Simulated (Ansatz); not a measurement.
# Na in Ansatz: the effect of functional

The system is Na.

```
Na
1.0
    -2.11206    2.11206    2.11206
     2.11206   -2.11206    2.11206
     2.11206    2.11206   -2.11206
Na
1
Cartesian
  0.0000 0.0000 0.0000
```

The cell isn't the ideal one: volume scaled by 0.96.

Alike in all runs:

```yaml
Program: Ansatz 0.2.0
Task: single point
Potentials_or_basis: Ansatz PAW
k_mesh: 9 × 9 × 9
Occupations: fermi-dirac, width 0.05 eV
Spin: no spin polarisation
```

```tsv
functional	cutoff	pressure (GPa)
LDA	420 eV (not typed: the program's choice for these potentials)	?
r2SCAN	500 eV (not typed: the program's choice for these potentials)	0.0
PBE	420 eV (not typed: the program's choice for these potentials)	-0.2
```

**Question.** What does the run with functional LDA give?

**Answer.** Pressure -0.9 GPa.

Caveats: the PAW data sets come from PBE, with cores solved anew for the run's functional, which leaves a small shift of forces and pressure (some runs).
